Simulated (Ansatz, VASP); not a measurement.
## TaN in VASP and in Ansatz

```xyz
2
Lattice="2.4653 0.0000 0.0000 0.0000 2.4653 0.0000 0.0000 0.0000 2.4653" Properties=species:S:1:pos:R:3 pbc="T T T"
Ta    0.0000    0.0000    0.0000
N     1.2326    1.2326    1.2326
```

Change from the starting cell: volume scaled by 0.72, LAPW.

Alike in both runs: task single point; functional PBE; k mesh 15 × 15 × 15; occupations fermi-dirac, width 0.05 eV; no spin polarisation.

```csv
,VASP,Ansatz
version,VASP 6.6.1,Ansatz 0.2.0
potentials or method,"VASP PAW PBE potentials, release 64 (Ta_pv, N), cutoff 520 eV","all-electron LAPW, scalar-relativistic"
```

Ansatz gave:

```
pressure (GPa) : 207.0
```

Problem. Estimate VASP's values.

Solution. Pressure (GPa): 213.2.

Ansatz ran all-electron here, so the differences hold the error of VASP's frozen core and of both bases.

Caveats: the cell as given lies far from equilibrium; so large a pressure means that the cell lies far from this level's equilibrium, or that cutoff or potentials fall short (VASP). The runs have no spin-orbit coupling, so splittings on Ta are missing.
